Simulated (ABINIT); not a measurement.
# Pb (Im-3m) in ABINIT: notebook

The runs below take Pb through band structure, with PBEsol.

All numbers are computed with ABINIT 10.8.3 (patched build); they aren't measurements. Logs are shortened: lines on timing, memory, paths and dates and some standing lists are left out, and cuts for length are marked. The log counts tension as positive stress, the text compression.

### 1 The crystal as given

It takes space group Im-3m (No. 229, cubic). Conventional cell: a = 3.959 Å, b = 3.959 Å, c = 3.959 Å, α = 90.00°, β = 90.00°, γ = 90.00°. Pb (site symmetry m-3m) has 8 Pb at 3.43 Å as nearest neighbours.

This isn't the form of Pb at room conditions, which is fcc.

### 2 Band structure, PBEsol

File run.abi:

```
# Datasets: ground state, then fixed potential
ndtset 2

# Pseudopotentials
pp_dirpath "./"
pseudos "Pb.GGA_PBE-JTH.xml"

# Structure
acell 6.4796270145 6.4796270145 6.4796270145
rprim
    -0.5773502692     0.5773502692     0.5773502692
     0.5773502692    -0.5773502692     0.5773502692
     0.5773502692     0.5773502692    -0.5773502692
ntypat 1
znucl 82
natom 1
typat 1
xred
     0.0000000000     0.0000000000     0.0000000000

# Plane-wave basis
ecut 22.0
pawecutdg 44.0
pawxcdev 0

# Exchange and correlation
ixc -116133

# Bands and occupations
occopt 3
tsmear 0.05 eV

# SCF cycle
nstep 100

# Output
iomode 3
prtwf 0
prteig 0
prtebands 0
prtden1 1
prtvha1 1
prtvclmb1 1
prtpot1 1

# Dataset 1
kptopt1 1
ngkpt1 9 9 9
nshiftk1 1
shiftk1 0.0 0.0 0.0
nband1 11
tolvrs1 1.0e-9

# Dataset 2: bands along G-H-N-G-P-H
iscf2 -2
getden2 1
nband2 17
nbdbuf2 4
tolwfr2 1.0e-11
kptopt2 -5
ndivsm2 6
prteig2 1
prtvol2 -3
kptbounds2
     0.0000000000     0.0000000000     0.0000000000
     0.5000000000    -0.5000000000     0.5000000000
     0.0000000000     0.0000000000     0.5000000000
     0.0000000000     0.0000000000     0.0000000000
     0.2500000000     0.2500000000     0.2500000000
     0.5000000000    -0.5000000000     0.5000000000
```

Potentials or basis: JTH PAW PBE v2.0.

On the command line:

```console
$ abinit run.abi > log 2>&1
```

run.abo:

```text
.Version 10.8.3 of ABINIT
 DATASET    1 : space group Im -3 m (#229); Bravais cI (body-center cubic)
================================================================================
 Values of the parameters that define the memory need for DATASET  1.
     intxc =       0    ionmov =       0      iscf =      17    lmnmax =      18
     lnmax =       6     mgfft =      30  mpssoang =       3    mqgrid =    3001
     natom =       1  nloc_mem =       2    nspden =       1   nspinor =       1
    nsppol =       1      nsym =      48    n1xccc =       1    ntypat =       1
    occopt =       3   xclevel =       2
       mpw =        1048          nfft =       27000          nkpt =          35
 PAW method is used; the additional fine FFT grid is defined by:
   mgfftf=        40    nfftf =     64000
================================================================================
================================================================================

 DATASET    2 : space group Im -3 m (#229); Bravais cI (body-center cubic)
================================================================================
 Values of the parameters that define the memory need for DATASET  2.
     intxc =       0    ionmov =       0      iscf =      -2    lmnmax =      18
     lnmax =       6     mgfft =      30  mpssoang =       3    mqgrid =    3001
     natom =       1  nloc_mem =       2    nspden =       1   nspinor =       1
    nsppol =       1      nsym =      48    n1xccc =       1    ntypat =       1
    occopt =       3   xclevel =       2
       mpw =        1048          nfft =       27000          nkpt =          35
 PAW method is used; the additional fine FFT grid is defined by:
   mgfftf=        40    nfftf =     64000
================================================================================
================================================================================

--------------------------------------------------------------------------------
------------- Echo of variables that govern the present computation ------------
--------------------------------------------------------------------------------
 -outvars: echo values of preprocessed input variables --------
            acell      6.4796270145E+00  6.4796270145E+00  6.4796270145E+00 Bohr
              amu      2.07200000E+02
             ecut      2.20000000E+01 Hartree
           getden1          0
           getden2          1
             iscf1         17
             iscf2         -2
              ixc     -116133
           jdtset        1    2
           kptopt1          1
           kptopt2         -5
         kptrlatt        9    0    0      0    9    0      0    0    9
          kptrlen1     5.83166431E+01
          kptrlen2     3.00000000E+01
            natom           1
            nband1         11
            nband2         17
[... 503 lines left out ...]

--- !ResultsGS
iteration_state: {dtset: 2, }
comment   : Summary of ground state results
lattice_vectors:
- [ -3.7410144,   3.7410144,   3.7410144, ]
- [  3.7410144,  -3.7410144,   3.7410144, ]
- [  3.7410144,   3.7410144,  -3.7410144, ]
lattice_lengths: [   6.47963,    6.47963,    6.47963, ]
lattice_angles: [109.471, 109.471, 109.471, ] # degrees, (23, 13, 12)
lattice_volume:   2.0942481E+02
convergence: {deltae:  0.000E+00, res2:  0.000E+00, residm:  9.831E-12, diffor:  0.000E+00, }
etotal    :  -6.12380844E+01
entropy   :   0.00000000E+00
fermie    :   2.54865408E-01
cartesian_stress_tensor: null
pressure_GPa: null
xred      :
- [  0.0000E+00,   0.0000E+00,   0.0000E+00, Pb]
cartesian_forces: null
force_length_stats: {min: null, max: null, mean: null, }
...

 Integrated electronic density in atomic spheres:
 ------------------------------------------------
 Atom  Sphere_radius  Integrated_density
    1        2.40264         11.37933948

================================================================================

 ----iterations are completed or convergence reached----

 Mean square residual over all n,k,spin=   49.300E-13; max=  98.314E-13
 reduced coordinates (array xred) for    1 atoms
       0.000000000000      0.000000000000      0.000000000000

 cartesian coordinates (angstrom) at end:
    1      0.00000000000000     0.00000000000000     0.00000000000000
 length scales=  6.479627014500  6.479627014500  6.479627014500 bohr
              =  3.428870948899  3.428870948899  3.428870948899 angstroms
 Eigenvalues (hartree) for nkpt=  35  k points:
 kpt#   1, nband= 17, wtk=  1.00000, kpt=  0.0000  0.0000  0.0000 (reduced coord)
  -0.37274   -0.37274   -0.37274   -0.36446   -0.36446   -0.17356    0.52593    0.52593
   0.52593    0.66359    0.66359    0.66359    0.67492    0.74305    0.74305    0.74306
   0.75727
 kpt#   2, nband= 17, wtk=  1.00000, kpt=  0.0625 -0.0625  0.0625 (reduced coord)
  -0.37245   -0.37245   -0.37228   -0.36484   -0.36439   -0.16786    0.48068    0.50577
   0.50577    0.62644    0.65486    0.65486    0.70904    0.74516    0.78386    0.78518
   0.78519
 kpt#   3, nband= 17, wtk=  1.00000, kpt=  0.1250 -0.1250  0.1250 (reduced coord)
  -0.37154   -0.37154   -0.37097   -0.36591   -0.36441   -0.15081    0.40811    0.45675
   0.45675    0.57271    0.66356    0.66356    0.73728    0.75167    0.86468    0.86471
   0.86653
 kpt#   4, nband= 17, wtk=  1.00000, kpt=  0.1875 -0.1875  0.1875 (reduced coord)
  -0.36999   -0.36999   -0.36900   -0.36752   -0.36502   -0.12271    0.34287    0.40009
   0.40009    0.52559    0.69376    0.69376    0.76050    0.76311    0.86432    0.95449
   0.95452
 kpt#   5, nband= 17, wtk=  1.00000, kpt=  0.2500 -0.2500  0.2500 (reduced coord)
[... 109 lines left out ...]
   0.40641    0.55468    0.55468    0.63843    0.87860    0.91678    0.91678    1.13415
   1.13437
 kpt#  33, nband= 17, wtk=  1.00000, kpt=  0.4286 -0.2857  0.4286 (reduced coord)
  -0.37248   -0.37248   -0.36558   -0.36118   -0.36118    0.02365    0.20985    0.20985
   0.32934    0.48941    0.48941    0.74473    0.88256    0.93350    0.93350    1.12354
   1.12371
 kpt#  34, nband= 17, wtk=  1.00000, kpt=  0.4643 -0.3929  0.4643 (reduced coord)
  -0.37404   -0.37404   -0.36198   -0.36073   -0.36073    0.04703    0.23024    0.23024
   0.26634    0.44125    0.44125    0.84435    0.90374    0.95213    0.95213    1.09878
   1.09985
 kpt#  35, nband= 17, wtk=  1.00000, kpt=  0.5000 -0.5000  0.5000 (reduced coord)
  -0.37463   -0.37463   -0.36058   -0.36058   -0.36058    0.05939    0.24018    0.24018
   0.24018    0.42211    0.42211    0.86709    0.96146    0.96146    0.96146    1.08626
   1.08626

== END DATASET(S) ==============================================================
================================================================================

 -outvars: echo values of variables after computation  --------
            acell      6.4796270145E+00  6.4796270145E+00  6.4796270145E+00 Bohr
           etotal1    -6.1238084371E+01
            fcart1    -0.0000000000E+00 -0.0000000000E+00 -0.0000000000E+00
            rprim     -5.7735026920E-01  5.7735026920E-01  5.7735026920E-01
                       5.7735026920E-01 -5.7735026920E-01  5.7735026920E-01
                       5.7735026920E-01  5.7735026920E-01 -5.7735026920E-01
           strten1     6.2907642494E-05  6.2907642494E-05  6.2907642494E-05
                       0.0000000000E+00  0.0000000000E+00  0.0000000000E+00
 Calculation completed.
```

It took 17 s on 1 thread of Intel Xeon 6975P-C (Granite Rapids), shared host; peak memory 0.11 GiB.

Results:

* Free energy: -1666.3732 eV
* Pressure: -1.9 GPa
* Band gap on the k mesh: none (metal or under the smearing width)
* Valence electrons inside the program's atomic spheres: Pb 11.38 (radii [1.2714] Å)

Levels at the corners of the path, in eV from the Fermi level:
| point | band 4 | band 5 | band 6 | band 7 | band 8 | band 9 | band 10 | band 11 |
| --- | --- | --- | --- | --- | --- | --- | --- | --- |
| Γ | -16.85 | -16.85 | -11.66 | 7.38 | 7.38 | 7.38 | 11.12 | 11.12 |
| H | -16.75 | -16.75 | -5.32 | -0.40 | -0.40 | -0.40 | 4.55 | 4.55 |
| N | -16.86 | -16.71 | -7.93 | -4.00 | 3.34 | 5.04 | 7.41 | 8.86 |
| Γ | -16.85 | -16.85 | -11.66 | 7.38 | 7.38 | 7.38 | 11.12 | 11.12 |
| P | -16.86 | -16.86 | -7.25 | -1.05 | -1.05 | -1.05 | 16.62 | 16.62 |
| H | -16.75 | -16.75 | -5.32 | -0.40 | -0.40 | -0.40 | 4.55 | 4.55 |

Caveat: the PAW data sets were made with another functional, which shifts forces and pressure a little; spin-orbit coupling is left out, which moves the levels of the heavy elements.

### 3 Band structure, PBEsol, spin-orbit coupling, no magnetisation

run.abi, as its differences from that of step 2:

```diff
@@ -32,2 +32,7 @@
 
+# Spin
+nspinor 2
+nspden 1
+pawspnorb 1
+
 # SCF cycle
@@ -46,3 +51,3 @@
 # Dataset 1
-kptopt1 1
+kptopt1 4
 ngkpt1 9 9 9
@@ -50,3 +55,3 @@
 shiftk1 0.0 0.0 0.0
-nband1 11
+nband1 22
 tolvrs1 1.0e-9
@@ -56,4 +61,4 @@
 getden2 1
-nband2 17
-nbdbuf2 4
+nband2 34
+nbdbuf2 8
 tolwfr2 1.0e-11
```

Potentials or basis: JTH PAW PBE v2.0.

On the command line:

```console
$ abinit run.abi > log 2>&1
```

Run time: 81 s. Hardware: 1 thread of Intel Xeon 6975P-C (Granite Rapids), shared host; peak memory 0.13 GiB.

The run converged. Its results:

```yaml
Free_energy: -1666.9860 eV
Pressure: -1.1 GPa
Band_gap_on_the_k_mesh: none (metal or under the smearing width)
Valence_electrons_inside_the_program's_atomic_spheres: Pb 11.41 (radii [1.2714] Å)
```

Levels at the corners of the path, in eV from the Fermi level:
| point | band 10 | band 11 | band 12 | band 13 | band 14 | band 15 | band 16 | band 17 | band 18 | band 19 |
| --- | --- | --- | --- | --- | --- | --- | --- | --- | --- | --- |
| Γ | -15.70 | -11.51 | -11.51 | 5.11 | 5.11 | 8.53 | 8.53 | 8.53 | 8.53 | 11.25 |
| H | -15.47 | -5.14 | -5.14 | -1.50 | -1.50 | 0.22 | 0.22 | 0.22 | 0.22 | 4.69 |
| N | -15.54 | -7.75 | -7.75 | -4.00 | -4.00 | 3.11 | 3.11 | 5.34 | 5.34 | 7.55 |
| Γ | -15.70 | -11.51 | -11.51 | 5.11 | 5.11 | 8.53 | 8.53 | 8.53 | 8.53 | 11.25 |
| P | -15.66 | -7.08 | -7.08 | -1.81 | -1.81 | -0.58 | -0.58 | -0.58 | -0.58 | 15.33 |
| H | -15.47 | -5.14 | -5.14 | -1.50 | -1.50 | 0.22 | 0.22 | 0.22 | 0.22 | 4.69 |

Caveat: the PAW data sets were made with another functional, which shifts forces and pressure a little.
